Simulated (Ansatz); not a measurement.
CsSnI3:

```
Cs I Sn
1.0
     6.20570    0.00000    0.00000
     0.00000    6.20570    0.00000
     0.00000    0.00000    6.20570
Cs I Sn
1 3 1
Direct
  0.00000 0.00000 0.00000
  0.50000 0.50000 0.00000
  0.50000 0.00000 0.50000
  0.00000 0.50000 0.50000
  0.50000 0.50000 0.50000
```

Base run:

* Program: Ansatz 0.2.0
* Functional: PBE
* Potentials or basis: Ansatz PAW
* Cutoff: 420 eV (not typed: the program's choice for these potentials)
* k mesh: 4 × 4 × 4
* Occupations: fermi-dirac, width 0.05 eV
* Spin: no spin polarisation

Its results: band gap on the k mesh 0.31 eV, direct; pressure 0.8 GPa.

Problem. The run is repeated on the same cell with these changes: spin from no spin polarisation to spin-orbit coupling, no magnetisation; potential files from those of the base run to others of the same set. What comes out?

Solution. Band gap on the k mesh 0.08 eV, direct; pressure 0.8 GPa.

Spin-orbit coupling splits the band edges, which narrows the gap.

Caveats: the cell was measured hot, at 500 K; spin-orbit coupling is left out, which moves the levels of the heavy elements (some runs).
